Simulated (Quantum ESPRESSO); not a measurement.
# ZnSe (Stilleite) (F-43m) in Quantum ESPRESSO: single point with PBE

Aim: the single point of ZnSe (Stilleite) with PBE.

Program: Quantum ESPRESSO 7.5. These are calculated values, not measurements. Logs are shortened: lines on timing, memory, paths and dates and some standing lists are left out, and cuts for length are marked.

**Experimental background.**

From “Alloy Disordering Effects on the Thermal Conductivity and Energy Gap Temperature Dependence of Cd1−xZnxSe Ternary Crystals Grown by the Bridgman Method”, 2023, pmc:10253836, for a bulk crystal of ZnSe at 300 K: band gap 2.695 ± 0.003 eV (an exciton energy, a little under the gap).

The results are compared with them further down.

### Step 1. The crystal as given

It takes space group F-43m (No. 216, cubic). The conventional cell has a = 5.668 Å, b = 5.668 Å, c = 5.668 Å, α = 90.00°, β = 90.00°, γ = 90.00°. Se (site symmetry -43m) is surrounded by 4 Zn at 2.45 Å. Around Zn (site symmetry -43m) lie 4 Se at 2.45 Å.

### Step 2. Single point, PBE

run.py reads:

```python
import numpy as np
from ase.calculators.espresso import Espresso, EspressoProfile
from ase.io import read

atoms = read('ZnSe.cif')

input_data = {
    'control': {'calculation': 'scf', 'prefix': 'pwscf', 'outdir': './tmp', 'tprnfor': True, 'tstress': True, 'disk_io': 'nowf'},
    'system': {'ecutwfc': 55.0, 'ecutrho': 440.0, 'nbnd': 20, 'occupations': 'smearing', 'smearing': 'fd', 'degauss': 0.00367493},
    'electrons': {'conv_thr': 4e-10, 'electron_maxstep': 120, 'mixing_beta': 0.5},
}
pseudopotentials = {'Se': 'Se_pbe_v1.uspp.F.UPF', 'Zn': 'Zn_pbe_v1.uspp.F.UPF'}
profile = EspressoProfile(command='pw.x', pseudo_dir='pseudo')
atoms.calc = Espresso(profile=profile, input_data=input_data, pseudopotentials=pseudopotentials, kpts=(8, 8, 8), koffset=(0, 0, 0))

print(f'energy {atoms.get_potential_energy():.8f} eV')
print('forces (eV/A)')
print(np.round(atoms.get_forces(), 6))
print('stress (eV/A^3, Voigt)')
print(np.round(atoms.get_stress(), 8))
print(f'Fermi level {atoms.calc.get_fermi_level():.4f} eV')
```

ZnSe.cif reads:

```cif
data_ZnSe
_cell_length_a 4.00759839
_cell_length_b 4.00759839
_cell_length_c 4.00759839
_cell_angle_alpha 60.00000000
_cell_angle_beta 60.00000000
_cell_angle_gamma 60.00000000
_space_group_name_H-M_alt 'P1'
_space_group_name_Hall 'P 1'
_space_group_IT_number 1
loop_
_space_group_symop_operation_xyz
'x,y,z'
loop_
_atom_site_label
_atom_site_type_symbol
_atom_site_symmetry_multiplicity
_atom_site_Wyckoff_symbol
_atom_site_fract_x
_atom_site_fract_y
_atom_site_fract_z
_atom_site_occupancy
Se1 Se 1 a 0.7500000000 0.7500000000 0.7500000000 1
Zn1 Zn 1 a 0.0000000000 0.0000000000 0.0000000000 1
```

Potentials or basis: SSSP 1.3 efficiency PBE.

Command:

```
$ OMP_NUM_THREADS=1 python run.py
```

Output:

```text
energy -6874.42086871 eV
forces (eV/A)
[[ 0.e+00  0.e+00 -1.e-06]
 [ 0.e+00  0.e+00  1.e-06]]
stress (eV/A^3, Voigt)
[-0.01351161 -0.01351161 -0.01351161  0.         -0.         -0.        ]
Fermi level 7.0308 eV
```

espresso.pwi:

```text
&CONTROL
   calculation      = 'scf'
   tstress          = .true.
   tprnfor          = .true.
   outdir           = './tmp'
   prefix           = 'pwscf'
   disk_io          = 'nowf'
   pseudo_dir       = 'pseudo'
/
&SYSTEM
   nbnd             = 20
   ecutwfc          = 55.0
   ecutrho          = 440.0
   occupations      = 'smearing'
   degauss          = 0.00367493
   smearing         = 'fd'
   ntyp             = 2
   nat              = 2
   ibrav            = 0
/
&ELECTRONS
   electron_maxstep = 120
   conv_thr         = 4e-10
   mixing_beta      = 0.5
/
&IONS
/
&CELL
/
&FCP
/
&RISM
/
ATOMIC_SPECIES
Se 78.971 Se_pbe_v1.uspp.F.UPF
Zn 65.38 Zn_pbe_v1.uspp.F.UPF

K_POINTS automatic
8 8 8  0 0 0

CELL_PARAMETERS angstrom
4.00759839000000 0.00000000000000 0.00000000000000
2.00379919500000 3.47068201390562 0.00000000000000
2.00379919500000 1.15689400463521 3.27219038316646

ATOMIC_POSITIONS angstrom
Se 6.0113975850 3.4706820139 2.4541427874  
Zn 0.0000000000 0.0000000000 0.0000000000
```

espresso.pwo:

```text
This program is part of the open-source Quantum ESPRESSO suite
     for quantum simulation of materials; please cite
         "P. Giannozzi et al., J. Phys.:Condens. Matter 21 395502 (2009);
         "P. Giannozzi et al., J. Phys.:Condens. Matter 29 465901 (2017);
         "P. Giannozzi et al., J. Chem. Phys. 152 154105 (2020);
     in publications or presentations arising from this work. More details at

Warning: card &CELL ignored
Warning: card &FCP ignored
Warning: card &RISM ignored

     Message from routine setup:
     using ibrav=0 with symmetry is DISCOURAGED, use correct ibrav instead

     Subspace diagonalization in iterative solution of the eigenvalue problem:
     a serial algorithm will be used

     G-vector sticks info
     --------------------
     sticks:   dense  smooth     PW     G-vecs:    dense   smooth      PW
     Sum        1735     859    253                47831    16865    2741

     Using Slab Decomposition

     bravais-lattice index     =            0
     lattice parameter (alat)  =       7.5733  a.u.
     unit-cell volume          =     307.1384 (a.u.)^3
     number of atoms/cell      =            2
     number of atomic types    =            2
     number of electrons       =        26.00
     number of Kohn-Sham states=           20
     kinetic-energy cutoff     =      55.0000  Ry
     charge density cutoff     =     440.0000  Ry
     scf convergence threshold =      4.0E-10
     mixing beta               =       0.5000
     number of iterations used =            8  plain     mixing
     Exchange-correlation= SLA  PW   PBE  PBE
                           (   1   4   3   4   0   0   0)

     celldm(1)=   7.573263  celldm(2)=   0.000000  celldm(3)=   0.000000
     celldm(4)=   0.000000  celldm(5)=   0.000000  celldm(6)=   0.000000

     crystal axes: (cart. coord. in units of alat)
               a(1) = (   1.000000   0.000000   0.000000 )
               a(2) = (   0.500000   0.866025   0.000000 )
               a(3) = (   0.500000   0.288675   0.816497 )

     reciprocal axes: (cart. coord. in units 2 pi/alat)
               b(1) = (  1.000000 -0.577350 -0.408248 )
               b(2) = (  0.000000  1.154701 -0.408248 )
               b(3) = (  0.000000  0.000000  1.224745 )

     PseudoPot. # 1 for Se read from file:
     Se_pbe_v1.uspp.F.UPF
     Pseudo is Ultrasoft + core correction, Zval =  6.0
     Generated by new atomic code, or converted to UPF format
     Using radial grid of  877 points,  6 beta functions with:
                l(1) =   0
                l(2) =   0
                l(3) =   1
                l(4) =   1
                l(5) =   2
                l(6) =   2
     Q(r) pseudized with  8 coefficients,  rinner =    1.300   1.300   1.300
                                                       1.300   1.300

     PseudoPot. # 2 for Zn read from file:
     Zn_pbe_v1.uspp.F.UPF
     Pseudo is Ultrasoft, Zval = 20.0
     Generated by new atomic code, or converted to UPF format
     Using radial grid of  943 points,  6 beta functions with:
                l(1) =   0
                l(2) =   0
                l(3) =   1
                l(4) =   1
                l(5) =   2
                l(6) =   2
     Q(r) pseudized with  8 coefficients,  rinner =    1.100   1.100   1.100
                                                       1.100   1.100

     atomic species   valence    mass     pseudopotential
     Se                6.00    78.97100     Se( 1.00)
     Zn               20.00    65.38000     Zn( 1.00)

      6 Sym. Ops. (no inversion) found

   Cartesian axes

     site n.     atom                  positions (alat units)
         1        Se     tau(   1) = (   1.5000000   0.8660254   0.6123724  )
         2        Zn     tau(   2) = (   0.0000000   0.0000000   0.0000000  )

     number of k points=    65  Fermi-Dirac smearing, width (Ry)=  0.0037
                       cart. coord. in units 2pi/alat
        k(    1) = (   0.0000000   0.0000000   0.0000000), wk =   0.0039062
        k(    2) = (   0.0000000   0.0000000   0.1530931), wk =   0.0078125
        k(    3) = (   0.0000000   0.0000000   0.3061862), wk =   0.0078125
        k(    4) = (   0.0000000   0.0000000   0.4592793), wk =   0.0078125
        k(    5) = (   0.0000000   0.0000000  -0.6123724), wk =   0.0039062
        k(    6) = (   0.0000000   0.1443376  -0.0510310), wk =   0.0234375
[... 57 lines left out ...]
        k(   64) = (   0.2500000  -0.5773503  -0.5613414), wk =   0.0468750
        k(   65) = (   0.2500000  -0.5773503  -0.4082483), wk =   0.0234375

     Dense  grid:    47831 G-vectors     FFT dimensions: (  54,  54,  54)

     Smooth grid:    16865 G-vectors     FFT dimensions: (  36,  36,  36)

     Initial potential from superposition of free atoms

     starting charge      25.9998, renormalised to      26.0000
     Starting wfcs are   17 randomized atomic wfcs +    3 random wfcs

     Self-consistent Calculation

     iteration #  1     ecut=    55.00 Ry     beta= 0.50
     Davidson diagonalization with overlap
     ethr =  1.00E-02,  avg # of iterations =  5.1

     Threshold (ethr) on eigenvalues was too large:
     Diagonalizing with lowered threshold

     Davidson diagonalization with overlap
     ethr =  2.86E-04,  avg # of iterations =  1.3

     total energy              =    -505.23967726 Ry
     estimated scf accuracy    <       0.07331592 Ry

     iteration #  2     ecut=    55.00 Ry     beta= 0.50
     Davidson diagonalization with overlap
     ethr =  2.82E-04,  avg # of iterations =  2.3

     total energy              =    -505.25632584 Ry
     estimated scf accuracy    <       0.02042774 Ry

     iteration #  3     ecut=    55.00 Ry     beta= 0.50
     Davidson diagonalization with overlap
     ethr =  7.86E-05,  avg # of iterations =  2.2

     total energy              =    -505.26052308 Ry
     estimated scf accuracy    <       0.00152933 Ry

     iteration #  4     ecut=    55.00 Ry     beta= 0.50
     Davidson diagonalization with overlap
     ethr =  5.88E-06,  avg # of iterations =  4.1

     total energy              =    -505.26063598 Ry
     estimated scf accuracy    <       0.00019478 Ry

     iteration #  5     ecut=    55.00 Ry     beta= 0.50
     Davidson diagonalization with overlap
     ethr =  7.49E-07,  avg # of iterations =  3.7

     total energy              =    -505.26065581 Ry
     estimated scf accuracy    <       0.00000129 Ry

     iteration #  6     ecut=    55.00 Ry     beta= 0.50
     Davidson diagonalization with overlap
     ethr =  4.97E-09,  avg # of iterations =  5.5

     total energy              =    -505.26065871 Ry
     estimated scf accuracy    <       0.00000014 Ry

     iteration #  7     ecut=    55.00 Ry     beta= 0.50
     Davidson diagonalization with overlap
     ethr =  5.44E-10,  avg # of iterations =  2.4

     total energy              =    -505.26065874 Ry
     estimated scf accuracy    <       0.00000002 Ry

     iteration #  8     ecut=    55.00 Ry     beta= 0.50
     Davidson diagonalization with overlap
     ethr =  8.50E-11,  avg # of iterations =  2.4

     total energy              =    -505.26065875 Ry
     estimated scf accuracy    <          1.7E-09 Ry

     iteration #  9     ecut=    55.00 Ry     beta= 0.50
     Davidson diagonalization with overlap
     ethr =  6.35E-12,  avg # of iterations =  3.8

     End of self-consistent calculation

          k = 0.0000 0.0000 0.0000 (  2085 PWs)   bands (ev):

  -118.8768 -73.0446 -73.0446 -73.0446  -6.9120  -0.1872  -0.1872  -0.1872
     0.1842   0.1842   6.3550   6.3550   6.3550   7.6379  12.1581  12.1581
    12.1581  16.2755  17.8423  17.8423

          k = 0.0000 0.0000 0.1531 (  2112 PWs)   bands (ev):

  -118.8768 -73.0447 -73.0447 -73.0447  -6.8111  -0.1803  -0.1713  -0.1713
     0.1828   0.1828   5.0364   6.2026   6.2026   8.6242  12.0992  12.4124
    12.4124  17.0483  17.0483  17.1427

          k = 0.0000 0.0000 0.3062 (  2106 PWs)   bands (ev):

  -118.8768 -73.0447 -73.0447 -73.0447  -6.5491  -0.1364  -0.1364  -0.1253
     0.1843   0.1843   3.3072   5.8770   5.8770   9.0972  12.7921  12.7921
    12.9171  16.8085  16.8085  17.0646

          k = 0.0000 0.0000 0.4593 (  2102 PWs)   bands (ev):

  -118.8768 -73.0447 -73.0446 -73.0446  -6.2548  -0.1083  -0.1083   0.0691
     0.1949   0.1949   1.8645   5.5934   5.5934   8.9776  12.8091  12.8091
    14.3759  16.7891  17.9212  17.9212

          k = 0.0000 0.0000-0.6124 (  2120 PWs)   bands (ev):

  -118.8768 -73.0448 -73.0447 -73.0447  -6.1209  -0.0993  -0.0993   0.2026
     0.2026   0.3416   1.1237   5.4849   5.4849   8.8936  12.7415  12.7415
    14.9240  17.3154  19.4758  19.4758

          k = 0.0000 0.1443-0.0510 (  2112 PWs)   bands (ev):

  -118.8768 -73.0447 -73.0447 -73.0447  -6.8111  -0.1803  -0.1713  -0.1713
     0.1828   0.1828   5.0364   6.2026   6.2026   8.6242  12.0992  12.4124
    12.4124  17.0483  17.0483  17.1427

          k = 0.0000 0.1443 0.1021 (  2105 PWs)   bands (ev):

  -118.8768 -73.0447 -73.0447 -73.0447  -6.7774  -0.1954  -0.1572  -0.1572
     0.1728   0.1914   5.0350   5.9299   5.9299   9.0685  11.4122  12.8253
    12.8253  15.8136  17.5917  18.0614

          k = 0.0000 0.1443 0.2552 (  2106 PWs)   bands (ev):

  -118.8768 -73.0447 -73.0447 -73.0447  -6.5683  -0.1782  -0.1203  -0.1165
     0.1674   0.1977   3.7457   5.5489   5.5964   9.7758  11.3550  13.2589
    13.4071  15.4775  17.9114  18.4609
[... 313 lines left out ...]
          k = 0.2500-0.5774 0.0510 (  2122 PWs)   bands (ev):

  -118.8768 -73.0447 -73.0447 -73.0447  -5.9731  -0.0878  -0.0311   0.1505
     0.1903   0.3742   1.6039   3.5502   5.0123  10.2991  12.5157  14.2614
    14.5061  16.5064  17.5536  20.4641

          k = 0.2500-0.5774 0.2041 (  2100 PWs)   bands (ev):

  -118.8768 -73.0447 -73.0447 -73.0446  -5.9888  -0.0833  -0.0462   0.1518
     0.1912   0.3921   1.4584   3.9441   4.8885  10.5808  11.9034  13.7639
    15.0279  16.4347  19.0977  19.9257

          k = 0.2500-0.5774 0.5103 (  2125 PWs)   bands (ev):

  -118.8768 -73.0447 -73.0447 -73.0447  -5.9332  -0.0734  -0.0221   0.1422
     0.1799   0.3841   1.7574   3.3616   4.5971  11.0043  12.3679  13.0886
    15.5252  16.1467  18.1725  21.7763

          k = 0.2500-0.5774-0.5613 (  2126 PWs)   bands (ev):

  -118.8768 -73.0447 -73.0447 -73.0447  -5.8907  -0.0824   0.0037   0.1168
     0.1935   0.4276   1.6751   3.4722   4.2918  10.7247  11.9531  13.6305
    15.4343  16.8031  19.5714  20.5024

          k = 0.2500-0.5774-0.4082 (  2129 PWs)   bands (ev):

  -118.8768 -73.0448 -73.0447 -73.0447  -5.8723  -0.0981   0.0223   0.1086
     0.2058   0.4472   1.6341   3.2657   4.5593   9.9393  11.9523  15.3986
    15.6272  15.9141  18.3752  21.7230

     the Fermi energy is     7.0308 ev

!    total energy              =    -505.26065875 Ry
     estimated scf accuracy    <          1.8E-10 Ry
     smearing contrib. (-TS)   =      -0.00000000 Ry
     internal energy E=F+TS    =    -505.26065875 Ry

     The total energy is F=E-TS. E is the sum of the following terms:
     one-electron contribution =    -470.04168606 Ry
     hartree contribution      =     241.34842229 Ry
     xc contribution           =     -71.95290713 Ry
     ewald contribution        =    -204.61448784 Ry

     convergence has been achieved in   9 iterations

     Forces acting on atoms (cartesian axes, Ry/au):

     atom    1 type  1   force =     0.00000000    0.00000000   -0.00000004
     atom    2 type  2   force =     0.00000000    0.00000000    0.00000004

     Total force =     0.000000     Total SCF correction =     0.000000
     SCF correction compared to forces is large: reduce conv_thr to get better values

     Computing stress (Cartesian axis) and pressure

          total   stress  (Ry/bohr**3)                   (kbar)     P=       21.65
   0.00014716   0.00000000   0.00000000           21.65        0.00        0.00
   0.00000000   0.00014716  -0.00000000            0.00       21.65       -0.00
  -0.00000000  -0.00000000   0.00014716           -0.00       -0.00       21.65

=------------------------------------------------------------------------------=
   JOB DONE.
=------------------------------------------------------------------------------=
```

Wall time 78 s (1 thread of Intel Xeon Platinum 8375C at 2.90GHz (Ice Lake), shared host); peak memory 0.26 GiB.

Results:

| Property | Result |
| --- | --- |
| Free energy | -6874.4215 eV |
| Pressure | 2.2 GPa |
| Band gap on the k mesh | 1.28 eV, direct |

### Step 3. The reference run

An earlier run on the cell as given: functional PBE; potentials or basis SSSP 1.3 efficiency PBE; cutoff 748 eV; density cutoff 5987 eV; k mesh 8 × 8 × 8; occupations fermi-dirac, width 0.05 eV; no spin polarisation.

- Pressure: 2.2 GPa
- Band gap on the k mesh: 1.28 eV, direct

### Step 4. Comparison with measurements

Step 2. A measured gap of ZnSe is 2.695 eV (an exciton energy, a little under the gap; 300 K; “Alloy Disordering Effects on the Thermal Conductivity and Energy Gap Temperature Dependence of Cd1−xZnxSe Ternary Crystals Grown by the Bridgman Method”, 2023, pmc:10253836); the calculated 1.28 eV misses it by -1.41 eV. So large a miss can be the level of theory's own, or it may mean another phase, state or a wrong row. Spin-orbit coupling on Se is left out. The value is that of PBE, without temperature or zero-point motion. Semilocal functionals fall short of measured gaps as a rule.
